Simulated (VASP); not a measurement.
# SnO: relaxation with set parts of the cell free, by free to move

SnO, P1 (no. 1), 4 atoms in the cell. R2SCAN, constrained relaxation; PAW potentials Sn_d, O (PBE set).

| Free to move | Volume (Å³/atom) | Pressure in a fresh run at the final cell (GPa) | Pressure printed at the end of the relaxation (GPa) | Ionic steps, all stages | Electronic steps, all stages | Time (s) |
|---|---|---|---|---|---|---|
| atoms | 18.057 | -0.79 | -0.79 | 10 | 115 | 200 |
| atoms, shape and volume | 17.877 | 0.01 | 0.01 | 19 | 185 | 330 |
| atoms and shape at fixed volume | 18.057 | -0.28 | -0.28 | 15 | 153 | 283 |
| atoms and volume | 17.779 | -0.02 | 0.01 | 15 | 150 | 265 |
| atoms and the z components of the lattice | 17.993 | -0.73 | -0.73 | 12 | 130 | 227 |
| atoms and the x and y components of the lattice | 17.836 | -0.01 | 0.03 | 13 | 128 | 229 |
| atoms and the y and z components of the lattice | 17.847 | -0.01 | -0.01 | 14 | 135 | 239 |

Limits: the start was distorted on purpose (random strain, atoms moved at random), so the space group given is the start's and not the crystal's; the crystal is layered and the functional holds no dispersion, so the layer spacing and the volume aren't physical.

## Input of the first row

INCAR.step1:
```
SYSTEM = SnO
PREC = Accurate
ENCUT = 550
EDIFF = 1E-6
ISMEAR = 0
SIGMA = 0.05
LREAL = .False.
LASPH = .True.
NELM = 100
ALGO = Normal
LWAVE = .False.
LCHARG = .False.
METAGGA = R2SCAN
LMIXTAU = .True.
IBRION = 2
NSW = 60
ISIF = 2
EDIFFG = -0.01
POTIM = 0.5
ISYM = 0
KPAR = 8
```

INCAR.step3, as INCAR.step1 but for:
```
- IBRION = 2
- NSW = 60
- EDIFFG = -0.01
- POTIM = 0.5
+ NSW = 0
```

KPOINTS:
```
k-points
0
Gamma
  5 5 4
```

POSCAR.step1:
```
SnO
1.0
    3.8268750000     -0.0091820000     -0.0039380000
   -0.0091820000      3.8482230000      0.0195930000
   -0.0050460000      0.0251060000      4.9047300000
Sn O
2 2
Direct
    0.5078200000      0.0028760000      0.7637610000
   -0.0121480000      0.5038900000      0.2356040000
   -0.0028690000     -0.0000360000     -0.0005430000
    0.5071970000      0.4932700000      0.0011780000
```

POSCAR.step3:
```
SnO
1.0
    3.8268750000     -0.0091820000     -0.0039380000
   -0.0091820000      3.8482230000      0.0195930000
   -0.0050460000      0.0251060000      4.9047300000
Sn O
2 2
Direct
    0.4996577875      0.0024047269      0.7667299608
    0.0004838232      0.4974462269      0.2332755339
    0.9999686939      0.0004615313      0.0010844387
    0.4998896955      0.4996875149      0.9989100667
```

Commands (each step's output is kept before the next begins):
```
cat potpaw_PBE.64/Sn_d/POTCAR potpaw_PBE.64/O/POTCAR > POTCAR
cp INCAR.step1 INCAR
cp POSCAR.step1 POSCAR
mpirun -np 8 vasp_std > vasp.out
cp CONTCAR POSCAR
mpirun -np 8 vasp_std > vasp.out
cp CONTCAR POSCAR
cp INCAR.step3 INCAR
cp POSCAR.step3 POSCAR
mpirun -np 8 vasp_std > vasp.out
```

Changes of the last row against the first:
```
- ISIF = 2
+ ISIF = 3
+ LATTICE_CONSTRAINTS = .FALSE. .TRUE. .TRUE.
```

VASP 6.6.1 took 200 s on 8 cores (Intel Xeon 6975P-C (Granite Rapids)), a shared host.
